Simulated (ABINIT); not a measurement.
The system is CaO.

```
Ca O
1.0
     0.00000    2.40356    2.40356
     2.40356    0.00000    2.40356
     2.40356    2.40356    0.00000
Ca O
1 1
Direct
  0.00000 0.00000 0.00000
  0.50000 0.50000 0.50000
```

The cell is a database's computed one.

Program: ABINIT 10.8.3 (patched build). Alike in all runs: no spin polarisation; cell as given; smearing fermi-dirac 0.05 eV.

Q: Order these runs on this cell by their pressure, lowest first.
A. level HCTH407; potentials or basis JTH PAW PBE v2.0; k mesh 10 × 10 × 10; cutoff (eV) 626; fine-grid cutoff 1224.51 eV
B. level LDA; potentials or basis JTH PAW LDA v2.0; k mesh 13 × 13 × 13; cutoff (eV) 626; fine-grid cutoff 1224.51 eV
C. level WC; potentials or basis JTH PAW PBE v2.0; k mesh 10 × 10 × 10; cutoff (eV) 626; fine-grid cutoff 1224.51 eV
D. level r2SCAN; potentials or basis JTH PAW LDA v2.0; k mesh 10 × 10 × 10; cutoff (eV) 762; fine-grid cutoff 1360.57 eV

A: B (-7.1 GPa), C (-3.0 GPa), D (-1.4 GPa), A (4.3 GPa).

Caveats: the PAW data sets were made with another functional, which shifts forces and pressure a little (some runs).

Runs at the PBE level aren't shown here.
